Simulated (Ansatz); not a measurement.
## TiSe$_{2}$: one input, then a changed one

Structure from Materials Project entry mp-2194 (possibly hypothetical), not relaxed further. The listed cell was then made from it by scaling, straining or moving an atom.

First run: DFT, PBEsol, all-electron PAW with datasets made for the crystal, scalar-relativistic (Ansatz 0.2.0).

Command: `ansatz run input.yaml --threads 1 --pin off --max-ram 4096MiB --backend cpu --events-out ev --progress --plain --runs-dir out` The run took 46 s on 1 thread of Intel(R) Xeon(R) Processor @ 2.50GHz (Skylake/Cascade Lake), with other jobs on the host, peak memory 0.56 GiB.

```yaml
crystal:
  lattice:
    - [3.6263212494, 0.0, 0.0]
    - [-1.8131606247, 3.1404863243, 0.0]
    - [0.0, 0.0, 6.4721207188]
  atoms:
    - { symbol: Ti, position: [0.0, 0.0, 0.0] }
    - { symbol: Se, position: [0.3333333333, 0.6666666667, 0.23992784] }
    - { symbol: Se, position: [0.6666666667, 0.3333333333, 0.76007216] }
kpoints:
  mp_grid: { grid: [11, 11, 5] }
scf:
  occupations: { method: fermi_dirac, width: 0.05 }
hamiltonian:
  xc: pbesol
  pseudopotentials: { kind: all_electron, datasets: crystal }
output:
  forces: true
  stress: true
  eigenvalues: true
  efg: { contact_densities: true }
```

Result: converged; pressure -6.37 GPa; largest force 0.605 eV/Å; no gap on the k mesh; 17 SCF iterations.

The input is then changed:

```diff
@@ -13,5 +13,5 @@
   occupations: { method: fermi_dirac, width: 0.05 }
 hamiltonian:
-  xc: pbesol
+  xc: rpbe
   pseudopotentials: { kind: all_electron, datasets: crystal }
 output:
```

(1) What does the second run give?

Answers

(1) It converged; pressure -1.26 GPa; largest force 0.309 eV/Å; no gap on the k mesh; 13 SCF iterations.
